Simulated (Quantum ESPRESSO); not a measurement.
# WSe in Quantum ESPRESSO: the effect of functional

The system is WSe, a slab with vacuum.

```
W Se
1.0
     3.31794    0.00000    0.00000
    -1.65897    2.87342    0.00000
     0.00000    0.00000   31.65814
W Se
2 2
Cartesian
  0.0000 0.0000 7.5000
  0.0000 0.0000 24.1581
  0.0000 1.9156 9.1623
  0.0000 1.9156 22.4959
```

Alike in all runs:

| Quantity | Value |
| --- | --- |
| Program | Quantum ESPRESSO 7.5 |
| Task | work function |
| Potentials or basis | SG15 PBE 1.2 |
| Cutoff | 1020 eV |
| Density cutoff | 4082 eV |
| k mesh | 4 × 4 × 1 |
| Occupations | fermi-dirac, width 0.05 eV |
| Spin | no spin polarisation |

```tsv
functional	largest force (eV/Å)
LDA	1.15
PBEsol	?
PBE	0.40
RPBE	0.11
revPBE	0.18
AM05	0.76
rev-vdW-DF2	0.54
```

Q: What does the run with functional PBEsol give?

A: Largest force 0.73 eV/Å.

Caveats: all runs use coarse meshes; the potentials were made for another functional, which shifts forces and pressure (some runs).
